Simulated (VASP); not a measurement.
# SiSe2 (Ibam) in VASP: further runs, part 2 of 2

VASP 6.6.1. Earlier steps stand in the parts before.

### Step 4. Relaxation of cell and atoms, LDA

File INCAR:

```
SYSTEM = SiSe2
PREC     = Accurate       ! precision mode
ENCUT    = 600            ! plane-wave cutoff, eV
EDIFF    = 1E-6           ! SCF threshold, eV
ISMEAR   = 0              ! smearing method
SIGMA    = 0.03           ! smearing width, eV
LREAL    = .False.        ! projectors in reciprocal space
LASPH    = .True.         ! aspherical terms in the spheres
NELM     = 80             ! most SCF steps
ALGO     = Normal         ! electronic algorithm
ISIF     = 3              ! what is computed and relaxed
LWAVE    = .False.        ! write WAVECAR
LCHARG   = .False.        ! write CHGCAR
IBRION   = 2              ! ionic algorithm
NSW      = 90             ! ionic steps
EDIFFG   = -0.01          ! ionic threshold
KPAR     = 2
```

File KPOINTS:

```
regular mesh
0
Gamma
  8 8 8
  0 0 0
```

File POSCAR:

```
SiSe2
1.0
   -2.9990000000      4.8345000000      2.9255000000
    2.9990000000     -4.8345000000      2.9255000000
    2.9990000000      4.8345000000     -2.9255000000
Si Se
2 4
Direct
    0.7500000000      0.7500000000      0.0000000000
    0.2500000000      0.2500000000      0.0000000000
    0.1234200000      0.2116300000      0.3350500000
    0.8765800000      0.7883700000      0.6649500000
    0.6234200000      0.2883700000      0.9117900000
    0.3765800000      0.7116300000      0.0882100000
```

Potentials or basis: VASP PAW LDA potentials, release 64 (Si, Se).

Launch:

```console
$ cat potpaw_LDA.64/Si/POTCAR potpaw_LDA.64/Se/POTCAR > POTCAR
$ mpirun -np 2 vasp_std > vasp.out
```

OUTCAR:

```text
SYSTEM = SiSe2
   PREC = Accurate
   ENCUT = 600
   EDIFF = 1E-6
   ISMEAR = 0
   LREAL = .False.
   LASPH = .True.
   NELM = 80
   ISIF = 3
   IBRION = 2
   NSW = 90
   EDIFFG = -0.01

 ion  position               nearest neighbor table
   1  0.750  0.750  0.000-   3 2.27   4 2.27   5 2.27   6 2.27   2 2.93   2 2.93
   2  0.250  0.250  0.000-   3 2.27   4 2.27   5 2.27   6 2.27   1 2.93   1 2.93
   3  0.123  0.212  0.335-   1 2.27   2 2.27
   4  0.877  0.788  0.665-   1 2.27   2 2.27
   5  0.623  0.288  0.912-   1 2.27   2 2.27
   6  0.377  0.712  0.088-   1 2.27   2 2.27

  LATTYP: Found a body centered orthorhombic cell.
 ALAT       =     5.8510000000
 B/A-ratio  =     1.0251239104
 C/A-ratio  =     1.6525380277

  Lattice vectors:

[... 392 lines left out ...]

 number of electron      32.0000000 magnetization

 Free energy of the ion-electron system (eV)
  ---------------------------------------------------
  ext. energy  EPLUGINS =         0.00000000
  ---------------------------------------------------
  free energy    TOTEN  =       -30.77813529 eV

  energy without entropy =      -30.77813529  energy(sigma->0) =      -30.77813529

 E-fermi :   2.6666     XC(G=0):  -8.9757

 val. band max:        2.5145441540   @ k =  -0.3750   0.3750   0.3750
 cond. band min:       3.8709119089   @ k =   0.5000   0.5000   0.5000
 fundamental gap:      1.3563677549
 Fermi energy:         2.6666266155

 k-point     1 :       0.0000    0.0000    0.0000
  band No.  band energies     occupation
      1     -12.1599      2.00000
      2     -10.2319      2.00000
      3      -9.9165      2.00000
      4      -9.5526      2.00000
      5      -5.0512      2.00000
      6      -4.0162      2.00000
[... 541 lines left out ...]
     19       6.2130      0.00000
     20       6.3931      0.00000

 [... further k-points ...]
[... 5 lines left out ...]
  --------------------------------------------------------------------------------------
  -------------------------------------------------------------------------------------
  Total        0.0323791     -0.0014265     -0.0225770      0.0000000      0.0000000      0.0000000
  in kB        0.3334762     -0.0146913     -0.2325232      0.0000000      0.0000000      0.0000000
  external PRESSURE =       0.0287539 kB  Pullay stress =       0.0000000 kB
[... 21 lines left out ...]
  FREE ENERGIE OF THE ION-ELECTRON SYSTEM (eV)
  ---------------------------------------------------
  free  energy   TOTEN  =       -30.7781352865 eV

  energy  without entropy=      -30.7781352865  energy(sigma->0) =      -30.77813529

 reached required accuracy - stopping structural energy minimisation
```

CONTCAR:

```text
SiSe2
   1.00000000000000
    -3.0334579133993333    4.4120551679004034    2.9058419097477945
     3.0334579133993333   -4.4120551679004034    2.9058419097477945
     3.0334579133993333    4.4120551679004034   -2.9058419097477945
  Si              Se
     2     4
Direct
     0.7500000000000000    0.7500000000000000    0.0000000000000000
     0.2500000000000000    0.2500000000000000    0.0000000000000000
     0.1327782246818695    0.2160323578862784    0.3488105825681479
     0.8672217753181303    0.7839676421137218    0.6511894174318520
     0.6327782246818697    0.2839676421137216    0.9167458667955911
     0.3672217753181307    0.7160323578862782    0.0832541332044089

  0.00000000E+00  0.00000000E+00  0.00000000E+00
  0.00000000E+00  0.00000000E+00  0.00000000E+00
  0.00000000E+00  0.00000000E+00  0.00000000E+00
  0.00000000E+00  0.00000000E+00  0.00000000E+00
  0.00000000E+00  0.00000000E+00  0.00000000E+00
  0.00000000E+00  0.00000000E+00  0.00000000E+00
```

Wall time 50 min (2 MPI ranks of Intel Xeon 6975P-C (Granite Rapids), shared host); peak memory 0.58 GiB.

Results:

```yaml
Free_energy: -30.7781 eV
Relaxed_volume: 25.93 Å³/atom
Relaxed_cell: a = 6.092 Å, b = 6.092 Å, c = 6.092 Å, α = 120.27°, β = 87.19°, γ = 123.02°
Space_group_after_relaxing_to_0.05_Å: Ibam (No. 72)
Energy_gained_by_relaxing: 9.1 meV/atom
Ionic_steps: 42
Pressure_after_relaxing: 0.0 GPa
Largest_force_after_relaxing: 0.008 eV/Å
Band_gap_on_the_k_mesh: 1.36 eV, indirect (least direct gap 1.45 eV)
```

Forces in eV/Å, atoms in the order of the input:
```
Si   0.000  0.000  0.000
Si   0.000  0.000  0.000
Se  -0.002 -0.008  0.000
Se   0.002  0.008  0.000
Se   0.002 -0.008  0.000
Se  -0.002  0.008  0.000
```

Step by step:
```
step  energy change (eV)  largest force (eV/Å)  pressure (GPa)  volume (Å³)
   1              0.0000                0.1850           -0.28       169.66
   3             -0.0196                0.0231           -0.36       165.30
   5             -0.0350                0.2213            0.71       158.88
   7             -0.0452                0.1227            0.41       156.92
   9             -0.0478                0.0531            0.20       155.33
  11             -0.0484                0.0281            0.09       155.56
  13             -0.0490                0.0174           -0.06       156.09
  15             -0.0495                0.0131            0.08       156.05
  17             -0.0504                0.0218           -0.08       156.48
  19             -0.0505                0.0380           -0.16       156.69
  21             -0.0513                0.0330           -0.01       156.49
  23             -0.0515                0.0375           -0.01       156.46
  25             -0.0520                0.0308           -0.10       156.38
  27             -0.0526                0.0656            0.19       155.15
  29             -0.0529                0.0475            0.10       155.36
  31             -0.0534                0.0392           -0.08       154.72
  33             -0.0536                0.0211            0.00       154.86
  35             -0.0539                0.0181            0.06       154.74
  37             -0.0542                0.0277           -0.01       154.98
  39             -0.0544                0.0068            0.06       155.22
  41             -0.0545                0.0172           -0.01       155.46
  42             -0.0545                0.0081            0.00       155.56
```

Final structure:
```
CELL_PARAMETERS angstrom
-3.03346 4.41206 2.90584
3.03346 -4.41206 2.90584
3.03346 4.41206 -2.90584
ATOMIC_POSITIONS crystal
Si 0.75000 0.75000 0.00000
Si 0.25000 0.25000 0.00000
Se 0.13278 0.21603 0.34881
Se 0.86722 0.78397 0.65119
Se 0.63278 0.28397 0.91675
Se 0.36722 0.71603 0.08325
```

Levels at points of the mesh, in eV from the valence-band top:
| k point | band 14 | band 15 | band 16 | band 17 | band 18 | band 19 |
| --- | --- | --- | --- | --- | --- | --- |
| (0.00, 0.00, 0.00) | -1.00 | -0.52 | -0.22 | 2.51 | 2.79 | 2.91 |
| (0.50, 0.00, 0.00) | -1.44 | -0.59 | -0.59 | 2.49 | 2.49 | 4.26 |
| (0.00, 0.50, 0.00) | -0.99 | -0.63 | -0.63 | 2.25 | 2.25 | 3.67 |
| (0.50, 0.50, 0.00) | -1.30 | -0.81 | -0.14 | 2.79 | 3.79 | 3.92 |
| (0.50, 0.50, 0.50) | -1.94 | -1.61 | -0.09 | 1.36 | 3.04 | 3.21 |

### Step 5. Relaxation of cell and atoms, LDA

This run uses another cell than the first one, of 25.93 Å³/atom, 0.917 times its volume.

INCAR, as its differences from that of step 4:

```diff
@@ -3,3 +3,3 @@
 ENCUT    = 600            ! plane-wave cutoff, eV
-EDIFF    = 1E-6           ! SCF threshold, eV
+EDIFF    = 1E-7           ! SCF threshold, eV
 ISMEAR   = 0              ! smearing method
@@ -15,3 +15,3 @@
 NSW      = 90             ! ionic steps
-EDIFFG   = -0.01          ! ionic threshold
+EDIFFG   = -0.005         ! ionic threshold
 KPAR     = 2
```

KPOINTS is that of step 4.

File POSCAR:

```
SiSe2                                   
1.0
   -3.0334579134      4.4120551679      2.9058419097
    3.0334579134     -4.4120551679      2.9058419097
    3.0334579134      4.4120551679     -2.9058419097
  Si              Se            
     2     4
Direct
     0.7500000000000000    0.7500000000000000    0.0000000000000000
     0.2500000000000000    0.2500000000000000    0.0000000000000000
     0.1327782246818695    0.2160323578862784    0.3488105825681479
     0.8672217753181303    0.7839676421137218    0.6511894174318520
     0.6327782246818697    0.2839676421137216    0.9167458667955911
     0.3672217753181307    0.7160323578862782    0.0832541332044089
```

Launch:

```console
$ cat potpaw_LDA.64/Si/POTCAR potpaw_LDA.64/Se/POTCAR > POTCAR
$ mpirun -np 2 vasp_std > vasp.out
```

Run time: 5 min. Hardware: 2 MPI ranks of Intel Xeon 6975P-C (Granite Rapids), shared host; peak memory 0.48 GiB.

It converged, with:

| Quantity | Value |
| --- | --- |
| Free energy | -30.7777 eV |
| Relaxed volume | 25.96 Å³/atom |
| Relaxed cell | a = 6.094 Å, b = 6.094 Å, c = 6.094 Å, α = 120.20°, β = 87.22°, γ = 123.06° |
| Space group after relaxing (to 0.05 Å) | Ibam (No. 72) |
| Energy gained by relaxing | 0.0 meV/atom |
| Ionic steps | 5 |
| Pressure after relaxing | 0.0 GPa |
| Largest force after relaxing | 0.005 eV/Å |
| Band gap on the k mesh | 1.36 eV, indirect (least direct gap 1.45 eV) |

Forces on the atoms (eV/Å):
```
Si   0.000  0.000  0.000
Si   0.000  0.000  0.000
Se  -0.004 -0.003  0.000
Se   0.004  0.003  0.000
Se   0.004 -0.003  0.000
Se  -0.004  0.003  0.000
```

Final structure:
```cif
data_structure
_symmetry_space_group_name_H-M 'P 1'
_symmetry_Int_Tables_number 1
_cell_length_a 6.0938
_cell_length_b 6.0938
_cell_length_c 6.0938
_cell_angle_alpha 120.200
_cell_angle_beta 87.217
_cell_angle_gamma 123.062
_cell_volume 155.74
loop_
_atom_site_label
_atom_site_type_symbol
_atom_site_fract_x
_atom_site_fract_y
_atom_site_fract_z
_atom_site_occupancy
Si1 Si 0.75000 0.75000 0.00000 1
Si2 Si 0.25000 0.25000 0.00000 1
Se1 Se 0.13260 0.21598 0.34858 1
Se2 Se 0.86740 0.78402 0.65142 1
Se3 Se 0.63260 0.28402 0.91662 1
Se4 Se 0.36740 0.71598 0.08338 1
```

Levels at points of the mesh, in eV from the valence-band top:
```tsv
k point	band 13	band 14	band 15	band 16	band 17	band 18	band 19	band 20
(0.00, 0.00, 0.00)	-1.25	-1.00	-0.53	-0.22	2.51	2.79	2.91	5.40
(0.50, 0.00, 0.00)	-1.44	-1.44	-0.59	-0.59	2.50	2.50	4.26	4.26
(0.00, 0.50, 0.00)	-0.98	-0.98	-0.63	-0.63	2.26	2.26	3.67	3.67
(0.50, 0.50, 0.00)	-1.88	-1.31	-0.81	-0.14	2.79	3.79	3.92	4.09
(0.50, 0.50, 0.50)	-2.19	-1.95	-1.60	-0.09	1.36	3.04	3.21	4.54
```

A k mesh can miss the band edges. Expect the measured gap to be larger: semilocal functionals such as LDA lack the derivative discontinuity.
